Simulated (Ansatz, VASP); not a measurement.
**Ca: VASP beside Ansatz**

```
Ca
1.0
    -2.21306    2.21306    2.21306
     2.21306   -2.21306    2.21306
     2.21306    2.21306   -2.21306
Ca
1
Direct
  0.00000 0.00000 0.00000
```

Alike in both runs: functional r2SCAN; k mesh 18 × 18 × 18; occupations gaussian, width 0.1 eV; no spin polarisation.

Ansatz relaxed the structure, and its values are those at the end. VASP's run is a single point on that final structure, the one shown.

|  | VASP | Ansatz |
| --- | --- | --- |
| version | VASP 6.6.1 | Ansatz 0.2.0 |
| potentials or method | VASP PAW PBE potentials, release 64 (Ca_sv) | scalar-relativistic, plane waves, PAW |
| plane-wave cutoff (eV) | 520 | 500 |
| valence electrons in the cell | 10 | 10 |

```tsv
	VASP	Ansatz	Ansatz less VASP
gap on the k mesh at the Fermi level (eV)	none	none	-
pressure (GPa)	0.0	0.0	-0.06
```

A gap of «none» marks a metal or a gap that the smearing closes.

Caveats: the PAW data sets were made with another functional, which shifts forces and pressure a little (VASP).
